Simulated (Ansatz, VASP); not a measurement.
One calculation of PbSe, two programs

```
CELL_PARAMETERS angstrom
0.06124 3.09277 3.09277
3.09277 0.06124 3.09277
3.09277 3.09277 0.06124
ATOMIC_POSITIONS crystal
Pb 0.00000 0.00000 0.00000
Se 0.50000 0.50000 0.50000
```

Change from the starting cell: equal xy, yz and zx shear strains of +2 %, crystal datasets.

Alike in both runs: task electric field gradients; functional PBE; k mesh 9 × 9 × 9; occupations fermi-dirac, width 0.01 eV; no spin polarisation.

```csv
,VASP,Ansatz
version,VASP 6.6.1,Ansatz 0.2.0
potentials or method,"VASP PAW PBE potentials, release 64 (Pb_d, Se), cutoff 520 eV","all-electron PAW with datasets made for the crystal, scalar-relativistic"
```

```tsv
	VASP	Ansatz	Ansatz less VASP
gap on the k mesh at the Fermi level (eV)	0.52	0.52	-0.002
pressure (GPa)	2.3	2.3	+0.01
largest component of the traceless stress (GPa)	0.35	0.35	-0.001
Vzz of the field gradient on the site that differs most (V/Å²)	-3.8	-7.3	-3.53
```

Ansatz ran all-electron here, so the differences hold the error of VASP's frozen core and of both bases. Ansatz warned: «gradients_without_spin_orbit».

Caveats: spin-orbit coupling is left out, which as a rule narrows the gap of such compounds by several tenths of an eV; an odd mesh through Γ misses points on the zone boundary, where band edges often lie.
